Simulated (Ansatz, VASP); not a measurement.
## NiO2: VASP beside Ansatz

```
CELL_PARAMETERS angstrom
2.65251 0.00000 0.00000
-1.32626 2.29714 0.00000
0.00000 0.00000 4.56311
ATOMIC_POSITIONS crystal
Ni 0.00000 0.00000 0.50000
O 0.66667 0.33333 0.73051
O 0.33333 0.66667 0.26949
```

Alike in both runs: task single point; functional LDA; k mesh 12 × 12 × 6; occupations gaussian, width 0.05 eV; no spin polarisation.

|  | VASP | Ansatz |
| --- | --- | --- |
| version | VASP 6.6.1 | Ansatz 0.2.0 |
| potentials or method | VASP PAW LDA potentials, release 64 (Ni, O) | scalar-relativistic, plane waves, PAW |
| plane-wave cutoff (eV) | 520 | 520 |
| valence electrons in the cell | 22 | 30 |

```tsv
	VASP	Ansatz	Ansatz less VASP
gap on the k mesh at the Fermi level (eV)	0.84	0.87	+0.036
least direct gap on the mesh (eV)	0.93	0.95	+0.029
pressure (GPa)	-0.1	-1.2	-1.14
largest component of the traceless stress (GPa)	17.84	17.87	+0.030
rms of the force components (eV/Å)	0.666	0.725	+0.0590
```

Atom by atom the forces differ by 0.059 eV/Å (rms over components). The two sets of potentials don't hold the same shells in valence.

Caveats: forces of over 1 eV/Å show positions far from the minimum, so gaps and moduli don't describe the material at rest. A k mesh can miss the band edges. Spin polarisation is off, so any magnetic state and its effect on volume and gap are missing.
